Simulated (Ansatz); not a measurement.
# HgTe (Coloradoite) (F-43m) in Ansatz: further runs

Aim: see how the results for HgTe (Coloradoite) move with the level of theory and the settings. Levels: r2SCAN50, HF, HSE03. Tasks: band structure.

Program: Ansatz 0.2.0. These are calculated values, not measurements. Logs are shortened: lines on timing, memory, paths and dates and some standing lists are left out, and cuts for length are marked.

## (1) The structure

It takes space group F-43m (No. 216, cubic). Conventional cell: a = 6.429 Å, b = 6.429 Å, c = 6.429 Å, α = 90.00°, β = 90.00°, γ = 90.00°. Around Hg (site symmetry -43m) lie 4 Te at 2.78 Å. Te (site symmetry -43m) has 4 Hg at 2.78 Å as nearest neighbours.

## (2) Band structure, r2SCAN50

input.yaml

```yaml
crystal:
  lattice:
    - [0.0, 3.2145, 3.2145]
    - [3.2145, 0.0, 3.2145]
    - [3.2145, 3.2145, 0.0]
  atoms:
    - { symbol: Hg, position: [0.0, 0.0, 0.0] }
    - { symbol: Te, position: [0.75, 0.75, 0.75] }
hamiltonian:
  xc: r2scan50
  pseudopotentials: { kind: paw }
kpoints:
  mp_grid: { grid: [4, 4, 4] }
  band_path:
    path:
      - [[0.0, 0.0, 0.0], [0.5, 0.0, 0.5], [0.5, 0.25, 0.75], [0.375, 0.375, 0.75], [0.0, 0.0, 0.0], [0.5, 0.5, 0.5], [0.625, 0.25, 0.625], [0.5, 0.25, 0.75], [0.5, 0.5, 0.5], [0.375, 0.375, 0.75]]
      - [[0.625, 0.25, 0.625], [0.5, 0.0, 0.5]]
    npoints: 4
scf:
  occupations: { method: fermi_dirac, width: 0.05 }
  n_extra_bands: 6
output:
  forces: true
  stress: true
  eigenvalues: true
  fatbands: false
```

Potentials or basis: Ansatz PAW.

Started as:

```bash
ansatz run input.yaml --threads 2 --pin off --max-ram 5632MiB --backend cpu --events-out ev --progress --plain --runs-dir out
```

Log:

```text
Warning: output.stress: scf.convergence.dr2_threshold = 1e-7 eV (the SCF's general default) is looser than the 2e-10 eV advised for a printed stress (1e-10 eV for each atom of the cell: 2). What an SCF threshold leaves in a stress goes as its square root, and in the free energy as the threshold itself, and one threshold admits the most on a small cell: of the crystals measured, under no hybrid functional and no lock of the moments, on runs that ended without the residual-converged pass, on stresses that held no estimate of that error, the worst erred by over 100 MPa in a component at 1e-7 eV an atom and by under 5 at 1e-10. Set scf.convergence.dr2_threshold to 2e-10 eV or tighter. The threshold is an SCF's pass mark: one that does not reach it within its budget of iterations ends unconverged, or closes short of it on a stop that the run arms, and scf.convergence.dr2_threshold's page says what that costs each kind of run
Warning: output.stress: scf.exx.energy_threshold = 1e-6 eV is looser than the 2e-8 eV advised for a stress under a hybrid functional (1e-8 eV for each atom of the cell: 2). Every SCF of the exchange loop can meet its threshold on dr2 while the loop round them stops early: no threshold on dr2 bounds what that leaves in the stress. Set scf.exx.energy_threshold to 2e-8 eV or tighter. The threshold is the loop's pass mark: a loop that does not reach it within its budget of cycles ends unconverged, and scf.exx.energy_threshold's page has the law
Warning: RAYON_NUM_THREADS=2 ignored (pool sized by the plan → 2); use --threads N
scf.n_extra_bands = 6 over 18 filled bands (N_el = 36.0): the run solves 24 bands
Engine: ansatz 0.2.0, x86_64-unknown-linux-gnu
Pseudopotentials: kind: paw
Pseudopotential: Hg, paw, valence charge 20, recommended cutoff 500 eV (meta_gga), Hg.paw.azcp
Pseudopotential: Te, paw, valence charge 16, recommended cutoff 500 eV (meta_gga), Te.paw.azcp
Functional definition: r2SCAN50
  parameter a = 0.5
  parameter k0 = 0.174
  parameter k1 = 0.065
  parameter a1 = 4.9479
  exchange = (1 - a)*r2scan_x(k0 = k0, k1 = k1, a1 = a1) + a*exact_x
  correlation = r2scan_c
Crystal: 2 atoms, lattice volume = 66.431 Å³
Basis set: ecut = 500 eV, 1687 PW (Γ), exchange–correlation on 144×144×144 points (64 copies of the dense FFT grid, shifted against one another)
Bands: 24, of which v1, the nominal top of the filled ones, is band 18 counted from 1 (17 counted from 0)
Symmetry: 24 space group operations
Space group: F-43m (ITA 216), of the structure as read, at distance tolerance 4.1e-5 Å
k-points: 8 of 64 (time reversal used)
Non-local potential: Hg, projectors of the file, l = 0: 3, l = 1: 2, l = 2: 2, l = 3: 1
Non-local potential: Te, projectors of the file, l = 0: 2, l = 1: 2, l = 2: 2, l = 3: 2
PAW form: soft (Blöchl's): semilocal exchange-correlation on the pseudo side does not see the compensation charge
PAW frozen core: Hg, regenerated for the run's functional, and the local potential with it (the file was generated under x = pbe(κ = 0.804, μ = 0.2195149727645171), c = pbe(β = 0.06672455060314922))
PAW frozen core: Te, regenerated for the run's functional, and the local potential with it (the file was generated under x = pbe(κ = 0.804, μ = 0.2195149727645171), c = pbe(β = 0.06672455060314922))
PAW one-centre angular grid: Hg, 590 points (default); XC on 160 Gauss nodes
PAW one-centre angular grid: Te, 590 points (default); XC on 160 Gauss nodes
Initial density: superposition of atomic densities (neutral atoms: chi_scale 0, normalization atom), corrected by the library's trained network
Initial wavefunctions: pseudopotential atomic-orbital guess
Functional: x = r2scan, c = r2scan; τ floored in thin density (d = 2e-4 eV/Å³), warm-up for x = 0.5 r2scan + 0.5 exact, c = r2scan; τ floored in thin density (d = 2e-4 eV/Å³)
SCF iter   1: F=—  HF=-20822.904175 eV  |F-HF|=—  |Δ(HF+E_count)|=         —  Δρ=5.31e-3  dr2=5.77e-3  dr2_τ=2.40e-2  ethr=1.77e-3  ⟨swp⟩=11.5  Hψ=896  notcnv=0
preconditioner: auto → none  [insulator: Δε(μ)=0.920 eV  Ē_g=12.832 eV  σ=0.050 eV  W_gap=0.67  n_scr=14 (ndim 8)  ℏωp=19.3 eV  f_vac=0.180  D(μ)=0.42/eV (n_scr^D=0)]
SCF iter   2: F=—  HF=-20822.910584 eV  |F-HF|=—  |Δ(HF+E_count)|=   6.41e-3  Δρ=2.79e-3  dr2=1.29e-3  dr2_τ=3.34e-4  ethr=1.60e-5  ⟨swp⟩=4.1  Hψ=512  notcnv=0  defer=4
SCF iter   3: F=—  HF=-20822.910970 eV  |F-HF|=—  |Δ(HF+E_count)|=   3.86e-4  Δρ=8.50e-4  dr2=2.89e-4  dr2_τ=4.29e-5  ethr=3.59e-6  ⟨swp⟩=3.0  Hψ=403  notcnv=0
iter 4 solved again at ethr=2.18e-8 eV; its pass at ethr=8.03e-7 eV (dr2=7.83e-6 eV) is discarded
SCF iter   4: F=—  HF=-20822.910953 eV  |F-HF|=—  |Δ(HF+E_count)|=   1.71e-5  Δρ=1.06e-4  dr2=7.89e-6  dr2_τ=1.78e-6  ethr=2.18e-8  ⟨swp⟩=2.9  Hψ=752  notcnv=0
SCF iter   5: F=—  HF=-20822.910954 eV  |F-HF|=—  |Δ(HF+E_count)|=   9.03e-7  Δρ=3.72e-5  dr2=4.15e-7  dr2_τ=2.98e-8  ethr=2.18e-8  ⟨swp⟩=3.0  Hψ=401  notcnv=0
SCF iter   6: F=—  HF=-20822.910954 eV  |F-HF|=—  |Δ(HF+E_count)|=   2.88e-7  Δρ=4.10e-6  dr2=7.98e-9  dr2_τ=1.22e-9  ethr=1.15e-9  ⟨swp⟩=3.0  Hψ=410  notcnv=0
SCF iter   7: F=-20822.910954 eV  HF=-20822.910954 eV  |F-HF|=1.20e-10  |Δ(HF+E_count)|=   4.61e-9  Δρ=7.58e-7  dr2=1.75e-10  dr2_τ=2.21e-11  ethr=2.22e-11  ⟨swp⟩=3.0  Hψ=410  notcnv=0
SCF 1 converged in 7 iterations: F = -20822.910954 eV  dr2 = 1.75e-10
Initial density: handed on by an earlier stage of this run
Initial wavefunctions: those handed on with the density
Functional: x = 0.5 r2scan + 0.5 exact, c = r2scan; τ floored in thin density (d = 2e-4 eV/Å³)
Frozen-core exchange: fock
iter 1 solved again at ethr=4.65e-5 eV; its pass at ethr=1.00e-1 eV (dr2=1.67e-2 eV) is discarded
SCF iter   1: F=—  HF=-20817.778567 eV  |F-HF|=—  |Δ(HF+E_count)|=         —  Δρ=7.70e-3  dr2=3.31e-2  dr2_τ=3.80e-3  ethr=4.65e-5  ⟨swp⟩=4.9  Hψ=953  notcnv=0
preconditioner: auto → none  [insulator: Δε(μ)=0.525 eV  Ē_g=17.276 eV  σ=0.050 eV  W_gap=0.99  n_scr=14 (ndim 8)  ℏωp=19.3 eV  f_vac=0.180  D(μ)=0.01/eV (n_scr^D=0)]
SCF iter   2: F=—  HF=-20817.771759 eV  |F-HF|=—  |Δ(HF+E_count)|=   6.81e-3  Δρ=3.47e-3  dr2=1.69e-2  dr2_τ=9.04e-4  ethr=4.65e-5  ⟨swp⟩=3.0  Hψ=442  notcnv=0
SCF iter   3: F=—  HF=-20817.771384 eV  |F-HF|=—  |Δ(HF+E_count)|=   3.74e-4  Δρ=1.20e-3  dr2=2.42e-4  dr2_τ=3.93e-5  ethr=5.71e-6  ⟨swp⟩=2.0  Hψ=337  notcnv=0
SCF iter   4: F=—  HF=-20817.771320 eV  |F-HF|=—  |Δ(HF+E_count)|=   6.40e-5  Δρ=8.44e-5  dr2=2.94e-6  dr2_τ=2.14e-7  ethr=6.73e-7  ⟨swp⟩=3.0  Hψ=383  notcnv=0
SCF iter   5: F=-20817.771320 eV  HF=-20817.771320 eV  |F-HF|=4.94e-8  |Δ(HF+E_count)|=   4.11e-7  Δρ=1.89e-5  dr2=9.47e-8  dr2_τ=1.20e-8  ethr=8.16e-9  ⟨swp⟩=4.0  Hψ=549  notcnv=0
SCF 2 converged in 5 iterations: F = -20817.771320 eV  dr2 = 9.47e-8
hybrid outer 1: dexx = +5.855e-2 eV, tail = 3.43e-2 eV
Frozen-core exchange: fock
SCF iter   1: F=—  HF=-20817.840476 eV  |F-HF|=—  |Δ(HF+E_count)|=         —  Δρ=1.82e-3  dr2=2.54e-3  dr2_τ=6.48e-5  ethr=4.76e-4  ⟨swp⟩=2.5  Hψ=391  notcnv=0
preconditioner: auto → none  [insulator: Δε(μ)=2.138 eV  Ē_g=17.242 eV  σ=0.050 eV  W_gap=1.00  n_scr=14 (ndim 8)  ℏωp=19.3 eV  f_vac=0.181  D(μ)=0.00/eV (n_scr^D=0)]
SCF iter   2: F=—  HF=-20817.840139 eV  |F-HF|=—  |Δ(HF+E_count)|=   3.37e-4  Δρ=2.68e-4  dr2=1.02e-3  dr2_τ=8.91e-6  ethr=3.77e-6  ⟨swp⟩=3.0  Hψ=439  notcnv=0
SCF iter   3: F=-20817.843804 eV  HF=-20817.843931 eV  |F-HF|=1.27e-4  |Δ(HF+E_count)|=   3.79e-3  Δρ=5.91e-4  dr2=3.33e-4  dr2_τ=6.00e-6  ethr=5.12e-8  ⟨swp⟩=4.1  Hψ=646  notcnv=0
SCF 3 stopped early in 3 iterations: F = -20817.843804 eV  dr2 = 3.33e-4
hybrid outer 2: dexx = +4.954e-3 eV, tail = 1.66e-3 eV, Δε = 1.29e0 eV (about 2.42e-1 eV left of the loop's levels)
Frozen-core exchange: fock
SCF iter   1: F=—  HF=-20817.843847 eV  |F-HF|=—  |Δ(HF+E_count)|=         —  Δρ=2.29e-4  dr2=6.43e-5  dr2_τ=7.89e-7  ethr=1.01e-5  ⟨swp⟩=3.6  Hψ=401  notcnv=0
preconditioner: auto → none  [insulator: Δε(μ)=2.248 eV  Ē_g=17.239 eV  σ=0.050 eV  W_gap=1.00  n_scr=14 (ndim 8)  ℏωp=19.3 eV  f_vac=0.181  D(μ)=0.00/eV (n_scr^D=0)]
SCF iter   2: F=—  HF=-20817.843832 eV  |F-HF|=—  |Δ(HF+E_count)|=   1.45e-5  Δρ=3.31e-5  dr2=2.28e-5  dr2_τ=2.34e-7  ethr=1.03e-7  ⟨swp⟩=3.0  Hψ=383  notcnv=0
SCF iter   3: F=—  HF=-20817.844106 eV  |F-HF|=—  |Δ(HF+E_count)|=   2.74e-4  Δρ=5.19e-5  dr2=3.01e-6  dr2_τ=2.63e-7  ethr=1.45e-9  ⟨swp⟩=4.1  Hψ=641  notcnv=0
SCF iter   4: F=—  HF=-20817.844106 eV  |F-HF|=—  |Δ(HF+E_count)|=   6.98e-7  Δρ=5.90e-6  dr2=7.95e-7  dr2_τ=7.53e-9  ethr=1.45e-9  ⟨swp⟩=3.1  Hψ=400  notcnv=0
SCF iter   5: F=—  HF=-20817.844109 eV  |F-HF|=—  |Δ(HF+E_count)|=   3.28e-6  Δρ=1.98e-5  dr2=3.45e-7  dr2_τ=1.59e-8  ethr=3.33e-11  ⟨swp⟩=5.1  Hψ=722  notcnv=0
SCF iter   6: F=—  HF=-20817.844109 eV  |F-HF|=—  |Δ(HF+E_count)|=   1.21e-7  Δρ=1.18e-6  dr2=1.61e-8  dr2_τ=1.56e-10  ethr=3.33e-11  ⟨swp⟩=4.0  Hψ=469  notcnv=0
Mixer restart at iter 6: flushing history
SCF iter   7: F=-20817.844109 eV  HF=-20817.844109 eV  |F-HF|=6.07e-9  |Δ(HF+E_count)|=   1.61e-8  Δρ=3.34e-6  dr2=9.13e-9  dr2_τ=5.30e-11  ethr=2.23e-12 (applied; sched 1.27e-12)  ⟨swp⟩=4.5  Hψ=659  notcnv=0  defer=1
SCF 4 converged in 7 iterations: F = -20817.844109 eV  dr2 = 9.13e-9
  Residual-converged pass: ⟨swp⟩=2.0  Hψ=216  notcnv=0  max |occ|·‖R‖ = 2.3e-6 eV (tolerance 2.4e-6 eV)  dr2=9.12e-9  dr2_τ=5.31e-11  dr2_onsite=3.22e-10  max |Δocc| = 9.7e-19
hybrid outer 3: dexx = +3.118e-5 eV, tail = 2.16e-7 eV, Δε = 2.12e-2 eV (about 8.52e-4 eV left of the loop's levels)
Frozen-core exchange: fock
SCF iter   1: F=—  HF=-20817.844108 eV  |F-HF|=—  |Δ(HF+E_count)|=         —  Δρ=5.25e-6  dr2=1.53e-8  dr2_τ=2.87e-9  ethr=3.01e-9  ⟨swp⟩=6.5  Hψ=468  notcnv=0
preconditioner: auto → none  [insulator: Δε(μ)=2.251 eV  Ē_g=17.242 eV  σ=0.050 eV  W_gap=1.00  n_scr=14 (ndim 8)  ℏωp=19.3 eV  f_vac=0.181  D(μ)=0.00/eV (n_scr^D=0)]
SCF iter   2: F=-20817.844108 eV  HF=-20817.844108 eV  |F-HF|=5.71e-10  |Δ(HF+E_count)|=   1.57e-9  Δρ=1.84e-6  dr2=1.43e-9  dr2_τ=4.18e-10  ethr=3.98e-11  ⟨swp⟩=3.5  Hψ=421  notcnv=0  defer=4
SCF 5 converged in 2 iterations: F = -20817.844108 eV  dr2 = 1.43e-9
  Residual-converged pass: ⟨swp⟩=3.0  Hψ=389  notcnv=0  max |occ|·‖R‖ = 2.2e-6 eV (tolerance 2.4e-6 eV)  dr2=1.44e-9  dr2_τ=4.32e-10  dr2_onsite=1.47e-10  max |Δocc| = 5.3e-20
hybrid outer 4: dexx = +7.215e-9 eV, tail = 4.27e-9 eV, Δε = 1.25e-4 eV (about 2.98e-5 eV left of the loop's levels), ΔF = 1.85e-17 eV/Å (tail 1.28e-17)
NSCF: frozen V_eff on 42 k-points
hybrid SCF converged: 4 outer / 17 inner (+7 warm-up), last move |dexx| = 7.22e-9 eV, tail = 4.27e-9 eV
Stability not checked: this state was not tested for a lower state beside it, because the functional holds exact exchange (a hybrid, or Hartree-Fock), whose exchange loop this test does not read (fock_operator; see scf.lower_state_search)
Free energy (F): -20817.844108 eV
Frozen-core exchange: fock
Harris-Foulkes:  -20817.844108 eV  (|F-HF|=5.71e-10)
Internal energy: -20817.844108 eV  (E = F + TS)
E sigma→0 (E₀):  -20817.844108 eV
Fermi energy:    8.518360 eV
--- Per-component energies (eV) ---
  E_band       = -975.710203
  E_kinetic    = 784.390241
  E_local      = -4772.358945  (includes V_loc(G=0)·N_el)
  E_nonlocal   = -235.236200
  E_hartree    = 2328.257899
  E_xc         = -178.532569
  E_vxc        = -213.553831  (∫ρ·V_xc dr)
  E_exx        = -276.580792  (= α·E_x^exact, valence–valence)
  E_paw        = -14520.850328  (= ΣΔE_a)
  E_vpaw       = -653.162277  (= ΣTr[D̂ρ^β])
  E_aug_tail   = 0.000328  (compensation charges beyond the density's cutoff)
  E_vtau       = 10.858284  (kinetic-family band-sum trace: ∫τ·v_τ [+ j·A + Jᵃ·Aᵃ] dr)
  E_ewald      = -3943.057611
  E_core_change = -3.876134  (= ΣΔE_core)
  E_smearing   = -0.000000  (= −TS)
  E_closure    = 0.000002  (closes the sum)
  Σ components = -20817.844108   (vs F -20817.844108, Δ=0.00e0)
--- Forces (eV/Å), atoms counted from 1 ---
  atom   1  Hg    -0.00000000    -0.00000000     0.00000000
  atom   2  Te    -0.00000000     0.00000000    -0.00000000
  max |Σ_I F_I| component: 1.28e-16 eV/Å
--- Stress (GPa, compression-positive) ---
        1.382489      -0.000000       0.000000
        0.000000       1.382489       0.000000
       -0.000000       0.000000       1.382489
  P = ⅓ Tr σ = 1.3825 GPa (13.825 kbar)
--- Band table (eV; the first three rows and the last of 8) ---
  k-point 0: bands = ["-118.3408", "-63.9818", "-63.9818", "-63.9818", "-34.5409", "-34.5409", "-34.5409", "-34.5264", "-34.5264", "-7.1748", "-2.6348", "-2.6348", "-2.6348", "-2.0526", "-2.0526", "7.3654", "7.3654", "7.3654", "9.6164", "14.5863", "14.5863", "14.5863", "17.0736", "20.5882"]
  k-point 1: bands = ["-118.3408", "-63.9817", "-63.9817", "-63.9809", "-34.5410", "-34.5410", "-34.5410", "-34.5262", "-34.5262", "-6.8342", "-2.5585", "-2.5585", "-2.3806", "-2.0557", "-2.0557", "3.5025", "6.6988", "6.6988", "11.1175", "15.3480", "15.3480", "15.3888", "18.3048", "19.2346"]
  k-point 2: bands = ["-118.3409", "-63.9815", "-63.9815", "-63.9804", "-34.5411", "-34.5409", "-34.5409", "-34.5259", "-34.5259", "-6.4681", "-2.4974", "-2.4974", "-2.0371", "-2.0371", "-1.5890", "0.7497", "6.1356", "6.1356", "10.9174", "15.4856", "15.4856", "17.2536", "18.8447", "21.1231"]
  k-point 7: bands = ["-118.3409", "-63.9814", "-63.9810", "-63.9802", "-34.5415", "-34.5411", "-34.5407", "-34.5258", "-34.5258", "-6.2361", "-2.3700", "-2.3528", "-2.1186", "-2.0757", "-1.1897", "0.7878", "4.1273", "4.1720", "13.8287", "14.8417", "15.9472", "16.5190", "20.9156", "22.1670"]
```

It took 4.6 min on 2 threads of Intel Xeon at 2.70GHz, shared host; peak memory 1.3 GiB.

What came out:

* Free energy: -20817.8441 eV
* Pressure: 1.4 GPa
* Band gap on the k mesh: 2.25 eV, direct
* Band gap along the path: 2.25 eV, direct

Levels at the corners of the path, in eV from the valence-band top:
| point | band 15 | band 16 | band 17 | band 18 | band 19 | band 20 | band 21 | band 22 |
| --- | --- | --- | --- | --- | --- | --- | --- | --- |
| Γ | -9.42 | 0.00 | 0.00 | 0.00 | 2.25 | 7.22 | 7.22 | 7.22 |
| X | -8.74 | -6.57 | -2.82 | -2.82 | 4.70 | 5.08 | 11.89 | 12.90 |
| W | -8.56 | -6.58 | -3.24 | -3.19 | 6.46 | 7.48 | 8.58 | 9.15 |
| K | -8.64 | -6.52 | -3.63 | -2.34 | 5.12 | 7.08 | 10.33 | 10.77 |
| Γ | -9.42 | 0.00 | 0.00 | 0.00 | 2.25 | 7.22 | 7.22 | 7.22 |
| L | -8.95 | -6.62 | -1.23 | -1.23 | 3.55 | 8.12 | 8.12 | 9.89 |
| U | -8.64 | -6.52 | -3.63 | -2.34 | 5.12 | 7.08 | 10.33 | 10.77 |
| W | -8.56 | -6.58 | -3.24 | -3.19 | 6.46 | 7.48 | 8.58 | 9.15 |
| L | -8.95 | -6.62 | -1.23 | -1.23 | 3.55 | 8.12 | 8.12 | 9.89 |
| K | -8.64 | -6.52 | -3.63 | -2.34 | 5.12 | 7.08 | 10.33 | 10.77 |
| U | -8.64 | -6.52 | -3.63 | -2.34 | 5.12 | 7.08 | 10.33 | 10.77 |
| X | -8.74 | -6.57 | -2.82 | -2.82 | 4.70 | 5.08 | 11.89 | 12.90 |

Caveat: the k mesh is coarse (spacing up to 0.42 Å⁻¹), so the values aren't converged, least of all with exact exchange; spin-orbit coupling is left out, which moves the levels of the heavy elements; the PAW data sets come from PBE, with cores solved anew for the run's functional, which leaves a small shift of forces and pressure; the thresholds are loose for stress.

[end of part 1 of 2]
